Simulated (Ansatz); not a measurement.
System: zinc-blende InN (metastable phase). Method: Hartree–Fock (plane waves, PAW; Ansatz, a quantum-chemistry and plane-wave program).

Numerical settings: plane-wave cutoff 460 eV, 10×10×10 k mesh, Fermi–Dirac smearing 0.01 eV, scalar-relativistic PAW data made under PBE.

Cell (relaxed at this level):

InN has the cubic space group F-43m (No. 216), the zinc blende structure, Pearson symbol cF8. Conventional cell: a = b = c = 4.989 Å, α = β = γ = 90.00°. In on 4a has 4 N at 2.161 Å (tetrahedral). N on 4d is coordinated by 4 In at 2.161 Å (tetrahedral). (Neighbours: up to the widest gap in distance over summed covalent radii, below 1.35, at either atom; cation-cation and far metal-metal contacts left out.)
(The calculation used a cell of 2 atoms; values per cell refer to that cell.)

Task: Estimate the bulk modulus, band gap and pressure derivative B′ of the bulk modulus that the calculation returns.

Result: 
- bulk modulus: 163 GPa
- band gap: 7.02 eV (on the SCF k mesh)
- pressure derivative B′ of the bulk modulus: 4.2

Measured, for comparison: band gap 0.61 eV (low temperature, zero-point motion not removed, photoluminescence, epilayer; as tabulated in Schörmann, As, Lischka, Schley, Goldhahn et al., Appl. Phys. Lett. 89, 261903 …).

Spin–orbit coupling is not included.

Static lattice: no zero-point or thermal effects.
